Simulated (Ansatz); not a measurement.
## ZrS2: energy above lowest point against volume scale

Free energy against uniform scaling of the volume at fixed shape and fractions; periodic cell, basis, potentials, k mesh and filling as listed. The results are calculated, by Ansatz 0.2.0.

The cell before it is scaled or strained (space group P-3m1, No. 164):
```
ZrS2
1.0
      3.6914     0.0000     0.0000
     -1.8457     3.1968     0.0000
      0.0000     0.0000     6.0411
Zr S
1 2
Direct
  0.00000 0.00000 0.00000
  0.66667 0.33333 0.76209
  0.33333 0.66667 0.23791
```

Settings of every row: functional PBEsol; dispersion none; potentials PAW; wave cutoff 500 eV; density cutoff 2000 eV; k mesh 6x6x4; k shift 0x0x0; occupations fixed; smearing width 0 eV; spin none.

Limits: a layered crystal: even scaling strains the bonds within the layers, so this curve is stiffer than the crystal under pressure; the cell comes from a prototype or a list of computed structures and needn't be the stable phase.

```
row  volume scale  V (Å³/atom)  energy above lowest point (meV/atom)
  1          0.88       20.911                                  71.4
  2          0.92       21.862                                     ?
  3          0.96       22.812                                     0
  4             1       23.763                                     4
  5          1.04       24.714                                    28
  6          1.08       25.664                                  68.1
  7          1.12       26.615                                 121.4
```

Question: what energy above lowest point should row 2 give?

Worked fit of energy above lowest point. Take u = (V_r/V)^(2/3) − 1 with V_r = 24.239 Å³ an atom, which is twice the finite (Eulerian) strain; such expansions in the strain, on which the Birch-Murnaghan equation of state is built, carry the rest volume and the bulk modulus. The shown rows have u = 0.10347, 0.04128, 0.01331, -0.01285, -0.03737, -0.06044. Least squares give energy above lowest point = 13.78 − 922.68 × u + 14233.7 × u² + 636 × u³ meV/atom; a parabola predicts inner rows, each left out in turn, worse (root mean square 0.1 against 0.032 meV/atom). All shown rows lie on it to the printed digit. Its lowest point lies at u = 0.0323, or V = 23.11 Å³ an atom, and the curvature there gives the bulk modulus at fixed shape and fractions, B = (4/9)(1 + u)² E″(u)/V = 93.9 GPa. Letting shape and atoms relax would as a rule lower it, by much in layered, chain or molecular crystals. The withheld row has u = 0.07123, so the fit gives 13.78 − 922.68 × (0.07123) + 14233.7 × (0.07123)² + 636 × (0.07123)³ = 20.5 meV/atom.

The calculation gave 20.6 meV/atom. The fit lies 0.1 meV/atom (0.082 % of the column's range) below it, one unit of the last digit.
